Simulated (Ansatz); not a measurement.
The system is TiO2.

```
Ti O
1.0
     4.81270    0.00000    0.00000
     0.00000    4.87188    0.00000
    -0.86289    0.00000    4.96659
Ti O
4 8
Direct
  0.27744 0.05281 0.21315
  0.72256 0.55281 0.28685
  0.72256 0.94719 0.78685
  0.27744 0.44719 0.71315
  0.06384 0.17697 0.85156
  0.93616 0.67697 0.64844
  0.93616 0.82303 0.14844
  0.06384 0.32303 0.35156
  0.44536 0.75763 0.46677
  0.55464 0.25763 0.03323
  0.55464 0.24237 0.53323
  0.44536 0.74237 0.96677
```

The cell comes from a database or a generator and needn't be the stable form of this composition.

```yaml
Program: Ansatz 0.2.0
Task: relaxation of cell and atoms
Functional: PBEsol
Potentials_or_basis: Ansatz PAW
Cutoff: "420 eV (not typed: the program's choice for these potentials)"
k_mesh: 6 × 6 × 6
Occupations: fermi-dirac, width 0.05 eV
Spin: no spin polarisation
```

At the start: volume 9.70 Å³/atom.

Where does the relaxation end?

It ends after 9 steps and the volume is 9.54 Å³/atom (-1.7 %); space group P2_1/c (No. 14, to 0.05 Å).

Step by step:
| step | energy change (eV) | largest force (eV/Å) | volume (Å³) |
| --- | --- | --- | --- |
| 1 | 0.0000 | 0.1467 | 116.45 |
| 2 | -0.0291 | 0.0919 | 115.12 |
| 3 | -0.0353 | 0.0540 | 114.59 |
| 4 | -0.0369 | 0.0990 | 114.51 |
| 5 | -0.0375 | 0.0195 | 114.53 |
| 6 | -0.0374 | 0.0043 | 114.56 |
| 7 | -0.0282 | 0.0043 | 114.56 |
| 8 | -0.0287 | 0.0022 | 114.47 |
| 9 | -0.0282 | 0.0022 | 114.47 |

Final structure:
```
Ti O
1.0
     4.78067    0.00000   -0.00793
     0.00000    4.86114    0.00000
    -0.86533    0.00000    4.92698
Ti O
4 8
Cartesian
  1.1472 0.2673 1.0502
  3.2008 2.6978 1.4054
  2.7682 4.5939 3.8689
  0.7145 2.1633 3.5137
  -0.4209 0.8370 4.1711
  3.9035 3.2676 3.2115
  4.3362 4.0242 0.7480
  0.0118 1.5936 1.7076
  1.7153 3.6876 2.3094
  2.6327 1.2571 0.1461
  2.2001 1.1735 2.6096
  1.2826 3.6041 4.7729
```

Caveat: the plane-wave basis is chosen anew once the cell has moved, so the energies of steps on either side of that aren't comparable; the pressure holds a Pulay correction of +0.9 GPa for the finite cutoff; the PAW data sets come from PBE, with cores solved anew for the run's functional, which leaves a small shift of forces and pressure.
